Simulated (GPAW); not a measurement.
# Ti3O4 (I4/mmm) in GPAW: settings compared

Aim: see how the results for Ti3O4 move with the level of theory and the settings. Levels: PBEsol, LDA. Tasks: band structure.

Everything below comes from runs of GPAW 26.7.0. Logs are shortened: lines on timing, memory, paths and dates and some standing lists are left out, and cuts for length are marked. The log counts tension as positive stress, the text compression.

### 1 The crystal as given

It takes space group I4/mmm (No. 139, tetragonal). The conventional cell has a = 4.132 Å, b = 4.132 Å, c = 8.178 Å, α = 90.00°, β = 90.00°, γ = 90.00°. Ti (site symmetry -4m2) is surrounded by 6 O at 2.04 to 2.07 Å. Ti (site symmetry 4/mmm) is surrounded by 6 O at 2.07 to 2.09 Å. O (site symmetry 4mm) is surrounded by 5 Ti at 2.07 to 2.09 Å. Around O (site symmetry mmm) lie 4 Ti at 2.04 to 2.07 Å.

The cell comes from a database or a generator and needn't be the stable form of this composition.

### 2 Band structure, PBEsol

run.py reads:

```python
from ase import Atoms
from ase.dft.bandgap import bandgap
from ase.io import write
from ase.units import GPa
from gpaw import GPAW, PW, setup_paths

setup_paths.insert(0, '.')

atoms = Atoms(['Ti', 'Ti', 'Ti', 'O', 'O', 'O', 'O'],
              cell=[[-2.06590889, 2.06590889, 4.08913398],
                    [2.06590889, -2.06590889, 4.08913398],
                    [2.06590889, 2.06590889, -4.08913398]],
              scaled_positions=[[0.75, 0.25, 0.5],
                                [0.5, 0.5, 0.0],
                                [0.25, 0.75, 0.5],
                                [0.75588486, 0.75588486, 0.0],
                                [0.5, 0.0, 0.5],
                                [0.24411514, 0.24411514, 0.0],
                                [0.0, 0.5, 0.5]],
              pbc=True)

calc = GPAW(mode=PW(800),
            xc='PBEsol',
            kpts={'size': (6, 6, 6), 'gamma': True},
            occupations={'name': 'fermi-dirac', 'width': 0.05},
            nbands=53,
            convergence={'density': 1e-05, 'energy': 1e-05},
            maxiter=150,
            txt='gpaw.txt')
atoms.calc = calc
energy = atoms.get_potential_energy()
forces = atoms.get_forces()
stress = atoms.get_stress()
calc.write('gs.gpw')
write('result.traj', atoms)
print(f'Energy: {energy:.6f} eV')
print('Forces (eV/A):')
print(forces.round(4))
print('Stress (GPa):', (stress / GPa).round(3))
print('Fermi level:', round(calc.get_fermi_level(), 4), 'eV')
print(f'Gap: {bandgap(calc)[0]:.4f} eV, direct: {bandgap(calc, direct=True)[0]:.4f} eV')

path = atoms.cell.bandpath('GXYSGZS1NPY1Z,XP', npoints=100, eps=1e-4)
bs_calc = calc.fixed_density(kpts=path, symmetry='off', nbands=73,
                             convergence={'bands': 'CBM+6.0', 'eigenstates': 1e-6}, txt='bands.txt')
bs = bs_calc.band_structure()
bs.write('bs.json')
print(f'Gap on the path: {bandgap(bs_calc)[0]:.4f} eV')
```

Potentials or basis: PAW data sets generated in the run's folder for this functional, pw.

Started as:

```bash
gpaw-setup -f PBEsol O Ti
OMP_NUM_THREADS=1 python run.py
```

gpaw.txt:

```text
__  _  _
 | _ |_)|_||  |
 |__||  | ||/\| - 26.7.0

Input parameters:
  mode=PW(ecut=800.0),
  convergence={'density': 1e-05, 'energy': 1e-05},
  kpts=MonkhorstPack(size=(6, 6, 6), gamma=True),
  maxiter=150,
  nbands=53,
  occupations=Occupations(name='fermi-dirac', width=0.05),
  xc=XC(name='PBEsol')

Diagonalizing LCAO Hamiltonian
Converting LCAO to pw mode

       O

       Ti
         Ti

       O    Ti
         O
            O

Atoms  # Å, Bohr magnetons
|   | symbol |         x |         y |        z |    initial magnetic moments |
|---|--------|-----------|-----------|----------|-----------------------------|
| 0 |     Ti |  0.000000 |  2.065909 | 2.044567 | ( 0.0000,  0.0000,  0.0000) |
| 1 |     Ti |  0.000000 |  0.000000 | 4.089134 | ( 0.0000,  0.0000,  0.0000) |
| 2 |     Ti |  2.065909 |  0.000000 | 2.044567 | ( 0.0000,  0.0000,  0.0000) |
| 3 |      O | -0.000000 |  0.000000 | 6.181829 | ( 0.0000,  0.0000,  0.0000) |
| 4 |      O |  0.000000 |  2.065909 | 0.000000 | ( 0.0000,  0.0000,  0.0000) |
| 5 |      O |  0.000000 | -0.000000 | 1.996439 | ( 0.0000,  0.0000,  0.0000) |
| 6 |      O |  2.065909 |  0.000000 | 0.000000 | ( 0.0000,  0.0000,  0.0000) |

Unit cell  # Å
| periodic |         x |         y |         z |  lengths |     angles |
|----------|-----------|-----------|-----------|----------|------------|
|      yes | -2.065909 |  2.065909 |  4.089134 | 5.025632 | 131.455303 |
|      yes |  2.065909 | -2.065909 |  4.089134 | 5.025632 | 131.455303 |
|      yes |  2.065909 |  2.065909 | -4.089134 | 5.025632 |  71.090689 |

Number of symmetries: 16
Symmetry operations  # r_c * U_cc + t_c -> r_c
|    | kind |            matrix            |
|----|------|------------------------------|
|  0 |  σ   |  1, 1, 1,  0, 0,-1,  0,-1, 0 |
|  1 |  C4  |  1, 1, 1,  0, 0,-1, -1, 0, 0 |
|  2 |  E   |  1, 0, 0,  0, 1, 0,  0, 0, 1 |
|  3 |  σ   |  1, 0, 0,  0, 1, 0, -1,-1,-1 |
|  4 |  σ   |  0, 1, 0,  1, 0, 0,  0, 0, 1 |
|  5 |  C2  |  0, 1, 0,  1, 0, 0, -1,-1,-1 |
|  6 |  C2  |  0, 0, 1, -1,-1,-1,  1, 0, 0 |
|  7 |  S4  |  0, 0, 1, -1,-1,-1,  0, 1, 0 |
|  8 |  C4  |  0, 0,-1,  1, 1, 1,  0,-1, 0 |
|  9 |  σ   |  0, 0,-1,  1, 1, 1, -1, 0, 0 |
| 10 |  σ   |  0,-1, 0, -1, 0, 0,  1, 1, 1 |
| 11 |  C2  |  0,-1, 0, -1, 0, 0,  0, 0,-1 |
| 12 |  C2  | -1, 0, 0,  0,-1, 0,  1, 1, 1 |
| 13 |  i   | -1, 0, 0,  0,-1, 0,  0, 0,-1 |
| 14 |  S4  | -1,-1,-1,  0, 0, 1,  1, 0, 0 |
| 15 |  C2  | -1,-1,-1,  0, 0, 1,  0, 1, 0 |

BZ-sampling:
  Number of BZ points: 216
  Number of IBZ points: 30

  Monkhorst-Pack size: [6, 6, 6]
  Monkhorst-Pack shift: [0.08333333333333333, 0.08333333333333333, 0.08333333333333333]

K-points  # in reciprocal-cell coordinates
|     |                                coordinates |     weight |
|-----|--------------------------------------------|------------|
|   0 | (  0.00000000,   0.00000000,   0.00000000) | 0.00462963 |
|   1 | (  0.16666667,  -0.16666667,   0.00000000) | 0.01851852 |
|   2 | (  0.16666667,  -0.16666667,   0.16666667) | 0.01851852 |
|   3 | (  0.16666667,   0.00000000,   0.00000000) | 0.03703704 |
|   4 | (  0.16666667,   0.16666667,  -0.16666667) | 0.00925926 |
|   5 | (  0.33333333,  -0.33333333,   0.00000000) | 0.01851852 |
|   6 | (  0.33333333,  -0.33333333,   0.16666667) | 0.03703704 |
|   7 | (  0.33333333,  -0.33333333,   0.33333333) | 0.01851852 |
|   8 | (  0.33333333,  -0.16666667,   0.00000000) | 0.07407407 |
|   9 | (  0.33333333,  -0.16666667,   0.16666667) | 0.03703704 |
| ... |                                            |            |
|  29 | (  0.50000000,   0.50000000,   0.50000000) | 0.00462963 |

Plane wave coefficients: 3622
Cutoff: 800.0 eV

Spin-components: 1 (collinear spins)
Bands:           53
Projectors:      38
Spin-degeneracy: 2
Datatype:        complex128

Parallelization:
  kpt:    1
  domain: 1
  band:   1

Density:
  Valence electrons: 60.0
  Components: 1
  Grid points: [35 35 35]
  Charge: 0.0  # |e|

Potential:
  Grid points: [35 35 35]

species:
  Ti:
    name:    Titanium
    Z:       22.0
    valence: 12
    core:    10
    charge:  0.0  # [|e|]
    compensation charges:
      type: gauss
      rc: 0.38  # [Å]
      lmax: 2
    cutoffs:
      filter: 2.23  # [Å]
      core: 1.02  # [Å]
    projectors
    | kind |    occ | energy [eV] | rcut [Å] |
    |------|--------|-------------|----------|
    |   3s |  2.000 |     -62.441 |    1.270 |
    |   4s |  2.000 |      -4.477 |    1.270 |
    |   3p |  6.000 |     -38.776 |    1.058 |
    |   4p |  0.000 |      -1.449 |    1.058 |
    |   3d |  2.000 |      -4.275 |    1.058 |
    |    d |        |      22.937 |    1.058 |

    Using partial waves for Ti as LCAO basis

  O:
    name:    Oxygen
    Z:       8.0
    valence: 6
    core:    2
    charge:  0.0  # [|e|]
    compensation charges:
      type: gauss
      rc: 0.21  # [Å]
      lmax: 2
    cutoffs:
      filter: 1.17  # [Å]
      core: 0.83  # [Å]
    projectors
    | kind |    occ | energy [eV] | rcut [Å] |
    |------|--------|-------------|----------|
    |   2s |  2.000 |     -23.808 |    0.688 |
    |   2p |  4.000 |      -8.972 |    0.598 |
    |    s |        |       3.404 |    0.688 |
    |    p |        |      18.239 |    0.598 |
    |    d |        |       0.000 |    0.619 |

    Using partial waves for O as LCAO basis

Reference energy: -77729.110689  # eV

eigensolver:
  PPCG
  Converge bands: occupied
  niter=2

density mixing:
  MSR1-Mixer
  Pratt-step length: 0.05
  Maximum mixing coefficient: 0.75
  Old densities: 10
  SVD Regularization: 0.005
  Good broyden scale: 1.0
  Trust region scale: 1.0
  Backstep threshold: 4.0
  History deletion threshold: 6.0
  Fourier metric: weight=20.0, sigma=0.015

occupation numbers:
  Fermi-Dirac:
    width: 0.0500  # eV

poisson solver:
  ecut: 6400.0  # eV

xc functional:
  name: PBEsol with 2 nearest neighbor stencil

convergence criteria:
- Maximum integral of absolute [dens]ity change: 1e-05 electrons / valence electron
- Maximum [total energy] change in last 3 cyles: 1e-05 eV / valence electron
- Maximum integral of absolute [eigenst]ate change: 4e-08 eV^2 / valence electron
maximum number of iterations: 150

SCF iterations
|iter     | |      energy | eigst |  dens |
|---------|-|-------------|-------|-------|
|iter:   1| |  -68.559074 | +0.33 |       |
|iter:   2| |  -66.978601 | -1.44 | -0.99 |
|iter:   3| |  -63.783469 | -0.64 | -1.05 |
|iter:   4| |  -63.813366 | -1.86 | -1.52 |
|iter:   5| |  -63.581917 | -2.42 | -1.57 |
|iter:   6| |  -63.577971 | -2.82 | -1.79 |
|iter:   7| |  -63.575756 | -3.51 | -2.42 |
|iter:   8| |  -63.575587 | -4.87 | -3.06 |
|iter:   9| |  -63.575579c| -5.47 | -3.42 |
|iter:  10| |  -63.575584c| -6.73 | -3.91 |
|iter:  11| |  -63.575584c| -7.23 | -4.33 |
|iter:  12| |  -63.575584c| -8.08c| -5.20c|

Converged in 12 steps
Energy contributions relative to reference atoms: (reference = -77729.110689)

Energy contributions:
  Kinetic:          60.978772
  Coulomb:         -66.383123
  Zero:              0.980976
  External:          0.000000
  Xc:              -59.144859
  Entropy:          -0.014700
  Spinorbit:         0.000000
  ----------------------------
  Free energy:     -63.582934
  Extrapolated:    -63.575584

dipole moment: (-18.173579, -18.173579, 13.039386)  # |e|*Ang

Fermi level: 10.316
Eigenvalues  # (at kpt = [0.000, 0.000, 0.000])
| band index |      eig [eV] | occ [0-2] |
|------------|---------------|-----------|
|          0 |       -47.696 |     2.000 |
|        ... |               |           |
|         23 |         4.860 |     2.000 |
|         24 |         4.860 |     2.000 |
|         25 |         6.134 |     2.000 |
|         26 |         6.428 |     2.000 |
|         27 |         6.428 |     2.000 |
|         28 |         7.467 |     2.000 |
[... 8 lines left out ...]
|         37 |        11.984 |     0.000 |
|         38 |        12.143 |     0.000 |
|        ... |               |           |
|         52 |        24.787 |     0.000 |

No gap
No difference between direct/indirect transitions

Forces  # eV/Ang
|        x |        y |        z |
|----------|----------|----------|
|  0.00000 | -0.00000 |  0.00000 |  # Ti   0
|  0.00000 |  0.00000 | -0.00000 |  # Ti   1
| -0.00000 |  0.00000 | -0.00000 |  # Ti   2
|  0.00000 | -0.00000 |  0.02940 |  # O    3
|  0.00000 |  0.00000 |  0.00000 |  # O    4
| -0.00000 |  0.00000 | -0.02940 |  # O    5
|  0.00000 | -0.00000 |  0.00000 |  # O    6

Stress tensor  # eV/Ang^3
|        x |        y |        z |
|----------|----------|----------|
| 0.027080 | 0.000000 | 0.000000 |
| 0.000000 | 0.027080 | 0.000000 |
| 0.000000 | 0.000000 | 0.030327 |

# Writing to gs.gpw (mode='')
```

Wall time 5.2 min (1 thread of Intel Xeon 6975P-C (Granite Rapids), shared host); peak memory 0.95 GiB.

What came out:

```
Free energy             : -63.5829 eV
Pressure                : -4.5 GPa
Largest force           : 0.029 eV/Å
Band gap along the path : none (metal or under the smearing width)
```

Forces in eV/Å, atoms in the order of the input:
```
Ti   0.000  0.000  0.000
Ti   0.000  0.000  0.000
Ti   0.000  0.000  0.000
O    0.000  0.000  0.029
O    0.000  0.000  0.000
O    0.000  0.000 -0.029
O    0.000  0.000  0.000
```

Levels at the corners of the path, in eV from the Fermi level:
| point | band 27 | band 28 | band 29 | band 30 | band 31 | band 32 | band 33 | band 34 | band 35 | band 36 |
| --- | --- | --- | --- | --- | --- | --- | --- | --- | --- | --- |
| Γ | -3.89 | -3.89 | -2.85 | -0.64 | -0.64 | 0.37 | 0.45 | 0.45 | 0.65 | 1.09 |
| X | -5.34 | -3.56 | 0.75 | 0.76 | 1.06 | 1.17 | 1.20 | 1.32 | 1.57 | 1.59 |
| Y | -5.27 | -3.73 | -0.14 | -0.03 | 0.61 | 1.33 | 1.50 | 1.52 | 1.56 | 1.62 |
| S | -4.84 | -4.36 | -1.97 | -0.44 | -0.39 | 0.81 | 1.13 | 1.40 | 1.41 | 1.61 |
| Γ | -3.89 | -3.89 | -2.85 | -0.64 | -0.64 | 0.37 | 0.45 | 0.45 | 0.65 | 1.09 |
| Z | -4.34 | -4.34 | -2.51 | -2.49 | -2.49 | -0.17 | 0.83 | 1.34 | 1.46 | 1.46 |
| S1 | -4.84 | -4.36 | -1.97 | -0.44 | -0.39 | 0.81 | 1.13 | 1.40 | 1.41 | 1.61 |
| N | -5.22 | -4.07 | -1.14 | 0.26 | 0.36 | 0.51 | 0.68 | 1.03 | 1.32 | 1.34 |
| P | -4.95 | -3.58 | 0.97 | 1.03 | 1.03 | 1.15 | 1.16 | 1.20 | 1.29 | 1.29 |
| Y1 | -5.27 | -3.73 | -0.14 | -0.03 | 0.61 | 1.33 | 1.50 | 1.52 | 1.56 | 1.62 |
| Z | -4.34 | -4.34 | -2.51 | -2.49 | -2.49 | -0.17 | 0.83 | 1.34 | 1.46 | 1.46 |
| X | -5.34 | -3.56 | 0.75 | 0.76 | 1.06 | 1.17 | 1.20 | 1.32 | 1.57 | 1.59 |
| P | -4.95 | -3.58 | 0.97 | 1.03 | 1.03 | 1.15 | 1.16 | 1.20 | 1.29 | 1.29 |

Caveat: semilocal functionals often make such compounds metallic where correlation or magnetic order opens a gap, which also shifts bond lengths.

### 3 Band structure, LDA

Edit run.py of step 2 so:

```diff
@@ -4,5 +4,3 @@
 from ase.units import GPa
-from gpaw import GPAW, PW, setup_paths
-
-setup_paths.insert(0, '.')
+from gpaw import GPAW, PW
 
@@ -22,3 +20,3 @@
 calc = GPAW(mode=PW(800),
-            xc='PBEsol',
+            xc='LDA',
             kpts={'size': (6, 6, 6), 'gamma': True},
```

Potentials or basis: the program's PAW data sets (release 1.2.1) made for this functional, pw.

Started as:

```bash
OMP_NUM_THREADS=1 python run.py
```

Run time: 5.1 min. Hardware: 1 thread of Intel Xeon 6975P-C (Granite Rapids), shared host; peak memory 0.94 GiB.

It converged, with:

```yaml
Free_energy: -67.1643 eV
Pressure: -11.5 GPa
Largest_force: 0.162 eV/Å
Band_gap_along_the_path: none (metal or under the smearing width)
```

Forces on the atoms (eV/Å):
```
Ti   0.000  0.000  0.000
Ti   0.000  0.000  0.000
Ti   0.000  0.000  0.000
O    0.000  0.000 -0.162
O    0.000  0.000  0.000
O    0.000  0.000  0.162
O    0.000  0.000  0.000
```

Stress tensor (GPa, compression positive):
```
-11.28   0.00   0.00
  0.00 -11.28   0.00
  0.00   0.00 -11.85
```

Levels at the corners of the path, in eV from the Fermi level:
| point | band 27 | band 28 | band 29 | band 30 | band 31 | band 32 | band 33 | band 34 | band 35 | band 36 |
| --- | --- | --- | --- | --- | --- | --- | --- | --- | --- | --- |
| Γ | -3.86 | -3.86 | -2.84 | -0.64 | -0.64 | 0.34 | 0.45 | 0.45 | 0.62 | 1.08 |
| X | -5.31 | -3.53 | 0.75 | 0.75 | 1.06 | 1.17 | 1.20 | 1.31 | 1.56 | 1.58 |
| Y | -5.24 | -3.70 | -0.14 | -0.02 | 0.61 | 1.33 | 1.48 | 1.51 | 1.55 | 1.62 |
| S | -4.82 | -4.33 | -1.97 | -0.44 | -0.39 | 0.79 | 1.12 | 1.39 | 1.40 | 1.60 |
| Γ | -3.86 | -3.86 | -2.84 | -0.64 | -0.64 | 0.34 | 0.45 | 0.45 | 0.62 | 1.08 |
| Z | -4.31 | -4.31 | -2.50 | -2.49 | -2.49 | -0.20 | 0.80 | 1.32 | 1.45 | 1.45 |
| S1 | -4.82 | -4.33 | -1.97 | -0.44 | -0.39 | 0.79 | 1.12 | 1.39 | 1.40 | 1.60 |
| N | -5.20 | -4.03 | -1.14 | 0.25 | 0.36 | 0.51 | 0.68 | 1.03 | 1.30 | 1.33 |
| P | -4.92 | -3.55 | 0.97 | 1.03 | 1.03 | 1.14 | 1.15 | 1.19 | 1.29 | 1.29 |
| Y1 | -5.24 | -3.70 | -0.14 | -0.02 | 0.61 | 1.33 | 1.48 | 1.51 | 1.55 | 1.62 |
| Z | -4.31 | -4.31 | -2.50 | -2.49 | -2.49 | -0.20 | 0.80 | 1.32 | 1.45 | 1.45 |
| X | -5.31 | -3.53 | 0.75 | 0.75 | 1.06 | 1.17 | 1.20 | 1.31 | 1.56 | 1.58 |
| P | -4.92 | -3.55 | 0.97 | 1.03 | 1.03 | 1.14 | 1.15 | 1.19 | 1.29 | 1.29 |

Caveat: semilocal functionals often make such compounds metallic where correlation or magnetic order opens a gap, which also shifts bond lengths.

### 4 The reference run

An earlier run on the cell as given: functional PBEsol; potentials or basis PAW data sets generated in the run's folder for this functional; cutoff 800 eV; basis pw; k mesh 9 × 9 × 9; occupations fermi-dirac, width 0.05 eV; no spin polarisation.

- Pressure: -4.4 GPa
- Largest force: 0.040 eV/Å
- Band gap on the k mesh: none (metal or under the smearing width)

### 5 Overview

```tsv
task	level	potentials or basis	k mesh	band path	band points	pressure (GPa)	largest force (eV/Å)
band structure	PBEsol	PAW data sets generated in the run's folder for this functional, pw	6 × 6 × 6	GXYSGZS1NPY1Z,XP	100	-4.5	0.03
band structure	LDA	the program's PAW data sets (release 1.2.1) made for this functional, pw	6 × 6 × 6	GXYSGZS1NPY1Z,XP	100	-11.5	0.16
single point	PBEsol	PAW data sets generated in the run's folder for this functional, pw	9 × 9 × 9	-	-	-4.4	0.04
```

Alike in all rows: no spin polarisation; cell as given; cutoff (eV) 800; smearing fermi-dirac 0.05 eV.

Caveats: semilocal functionals often make such compounds metallic where correlation or magnetic order opens a gap, which also shifts bond lengths.

Total energies depend on the potentials used, so only differences within one code and one set of settings carry meaning.
